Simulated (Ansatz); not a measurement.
Results of r²SCANh (PAW; Ansatz, an electronic-structure program) for zinc-blende ZnTe.

Run with plane-wave cutoff 520 eV, 8×8×8 k mesh, Fermi–Dirac smearing 0.01 eV, scalar-relativistic PAW data made under PBE.

Response to compression and expansion:

```csv
V (Å³/atom),P (GPa),direct gap at Γ (eV)
27.102,2.91,2.621
28.039,0.91,2.436
28.528,0.00,2.344
29.241,-1.19,2.214
29.954,-2.22,2.090
```

A straight line through the gaps at Γ against ln V gives a volume deformation potential dE_g(Γ)/d ln V of -5.3 eV: the gap at Γ widens under compression.

Measured, for comparison: band gap 2.43 eV (zero-point renormalisation of 40 meV (experimental, the table's column) added back here, direct; inputs from Miglio et al. (2020), arXiv:2011.12765).

Spin–orbit coupling is not included; with these elements it can move the gap by several tenths of an eV or more.
